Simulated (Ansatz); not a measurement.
# HSE06 against PBE: Kohn-Sham gap in amorphous Si–O–B cells

Calculated with Ansatz 0.2.0: Kohn-Sham DFT, HSE06, PAW (set soft_2), plane waves; cutoff 420 eV, Γ point, fermi-dirac smearing of 0.025 eV. Cell and atoms of each member were relaxed first with PBE on the 1×1×1 mesh. First member, as built: 84 atoms (28 Si, 56 O) placed at random at 2.2 g/cm³, melted at 4000 K for 10 ps at fixed volume with the Buckingham and Coulomb pair potential of Guillot and Sator (Geochim. Cosmochim. Acta 71, 1249 (2007)) with the boron terms of Wang et al. (J. Non-Cryst. Solids 498, 294 (2018)). Quenched from 4000 K to 300 K at 100 K/ps and fixed volume, held 5 ps, then minimised at fixed cell. Last member, as built: 106 atoms (17 Si, 22 B, 67 O) placed at random at 2.02 g/cm³, melted at 4000 K for 10 ps at fixed volume with the Buckingham and Coulomb pair potential of Guillot and Sator (Geochim. Cosmochim. Acta 71, 1249 (2007)) with the boron terms of Wang et al. (J. Non-Cryst. Solids 498, 294 (2018)). Quenched from 4000 K to 300 K at 100 K/ps and fixed volume, held 5 ps, then minimised at fixed cell. Each member is solved with PBE and with HSE06 on the same k-mesh and geometry; rows are sorted by gap, not by place in the series. The gap is that between the highest filled and the lowest empty Kohn-Sham level on the run's k-points.

```
gap with PBE (eV)  gap with HSE06 (eV)  mole fraction of B2O3     formula
            2.968                4.625                  0.036   Si27B2O57
            3.852                 5.66                  0.143   Si24B8O60
            4.250                    ?                      ?           ?
            4.450                6.230                  0.286  Si20B16O64
            4.477                6.207                  0.071   Si26B4O58
            5.227                7.063                      0     Si28O56
            5.421                7.252                  0.214  Si22B12O62
            5.509                7.312                  0.393  Si17B22O67
```

Task: Fit a straight line to the rows given and interpolate to the withheld row.

Worked fit:

Take u as the gap with PBE and v as that with HSE06.

| u (eV) | v (eV) |
| --- | --- |
| 2.9678 | 4.6255 |
| 3.8519 | 5.66 |
| 4.4501 | 6.2303 |
| 4.4766 | 6.2065 |
| 5.2269 | 7.0632 |
| 5.4215 | 7.2521 |
| 5.5094 | 7.3122 |

With n = 7: mean u = 4.55774, mean v = 6.33569, Σ(u − ū)² = 5.1438, Σ(u − ū)(v − v̄) = 5.4255. Slope b = 5.4255 / 5.1438 = 1.0548; intercept a = v̄ − b ū = 1.5283.

At u = 4.250, v = a + b u.

Prediction at 4.250: 6.011 eV. The run gave 6.034 eV, so the fit is low by 0.023 eV (0.38 % of the value).

The slope is 1.05; over all rows the hybrid's shift lies between 1.66 and 1.84 eV. Among the rows given, the largest miss of the fit is at 3.852, by 0.069 eV (2.6 % of the range of the table).

Limits: One quenched sample a member. The mesh needn't hold the band edges. In these disordered cells defect or tail levels can set the gap, so it needn't be a band gap.

[Logs are printed without paths, hosts, clocks, repeated set-up lines and the standing remarks that a program may print on its own settings, such as how far it seeks lower states.]

[Hosts, paths, dates, database ids (printed as entryN), source tags and the programs' standing remarks are cut or masked in the printed files.]
